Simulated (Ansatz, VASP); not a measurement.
**One calculation of C, two programs**

```
C
1.0
     0.00000    1.70853    1.75022
     1.70853    0.00000    1.75022
     1.70853    1.70853    0.00000
C
2
Direct
  0.50000 0.50000 0.50000
  0.75000 0.75000 0.75000
```

Alike in both runs: task single point; functional LDA; k mesh 12 × 12 × 12; occupations gaussian, width 0.05 eV; no spin polarisation.

|  | VASP | Ansatz |
| --- | --- | --- |
| version | VASP 6.6.1 | Ansatz 0.2.0 |
| potentials or method | VASP PAW LDA potentials, release 64 (C) | scalar-relativistic, plane waves, PAW |
| plane-wave cutoff (eV) | 520 | 520 |
| valence electrons in the cell | 8 | 8 |

|  | VASP | Ansatz | Ansatz less VASP |
| --- | --- | --- | --- |
| gap on the k mesh at the Fermi level (eV) | 4.06 | 4.07 | +0.008 |
| least direct gap on the mesh (eV) | 5.61 | 5.61 | -0.003 |

Ansatz warned: «pseudo_functional_mismatch».
